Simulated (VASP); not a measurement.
Wanted: the native input for a VASP 6.6.1 run.

```yaml
Task: single point
Functional: PBE
Potentials_or_basis: VASP PAW PBE potentials, release 64 (Pr)
Cutoff: 520 eV
k_mesh: 8 × 8 × 8
Occupations: fermi-dirac, width 0.1 eV
Spin: collinear spin, typed start
Starting_moments: "[2.6] μB"
Dipole_correction: no
Further_INCAR_settings: ALGO = Normal; EDIFF = 1e-07; NBANDS = 16
```

The structure of Pr lies in POSCAR:

```
Pr
1.0
   -2.0690236873      2.0690236873      2.0690236873
    2.0690236873     -2.0690236873      2.0690236873
    2.0690236873      2.0690236873     -2.0690236873
Pr
1
Direct
    0.0000000000      0.0000000000      0.0000000000
```

This isn't the form of Pr at room conditions, which is double hcp.

The input as run:

INCAR

```
ALGO = Normal
EDIFF = 1E-7
ENCUT = 520
GGA = PE
ISIF = 2
ISMEAR = -1
ISPIN = 2
LASPH = True
LCHARG = False
LMAXMIX = 6
LORBIT = 11
LREAL = False
LWAVE = False
MAGMOM = 2.6
NBANDS = 16
NELM = 150
PREC = Accurate
SIGMA = 0.1
```

KPOINTS

```
k-points
0
Gamma
  8 8 8
```

Potentials or basis: VASP PAW PBE potentials, release 64 (Pr).

The run is started by

```bash
$ cat potpaw_PBE.64/Pr/POTCAR > POTCAR
$ mpirun -np 1 vasp_std > vasp.out
```

Results of the run:

```json
{"Pressure": "-2.5 GPa", "Band gap on the k mesh": "none (metal or under the smearing width)", "Net moment": "2.92 μB per cell", "Site moments": "Pr +2.28 μB", "Valence electrons inside the program's atomic spheres": "Pr 10.01"}
```

Caveat: the magnetic or orbital state may not be the lowest; spin-orbit coupling is left out, which moves the levels of the heavy elements.

Run time: 44 s on 1 thread of Intel(R) Xeon(R) 6975P-C (Granite Rapids), on a shared host, peak memory 0.19 GiB.
